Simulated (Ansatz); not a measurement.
## Pt in Ansatz: the effect of functional

Pt:

```
Pt
1.0
     2.81481    0.00000    0.00000
    -1.40741    2.43770    0.00000
     0.00000    0.00000    4.88612
Pt
2
Direct
  0.33333 0.66667 0.25000
  0.66667 0.33333 0.75000
```

This isn't the form of Pt at room conditions, which is fcc.

The cell isn't the ideal one: volume scaled by 1.06.

Alike in all runs:

```yaml
Program: Ansatz 0.2.0
Task: single point
Potentials_or_basis: Ansatz PAW
k_mesh: 11 × 11 × 6
Occupations: fermi-dirac, width 0.05 eV
Spin: no spin polarisation
```

Question: One run gave: pressure -21.5 GPa. Which functional did it use?
A. PBEsol
B. r2SCAN
C. LDA

Answer: A.

```tsv
functional	cutoff	pressure (GPa)
LDA	420 eV (not typed: the program's choice for these potentials)	-26.0
PBEsol	420 eV (not typed: the program's choice for these potentials)	-21.5
r2SCAN	500 eV (not typed: the program's choice for these potentials)	-17.6
```

Caveats: the PAW data sets come from PBE, with cores solved anew for the run's functional, which leaves a small shift of forces and pressure.

Runs at the PBE level aren't shown here.
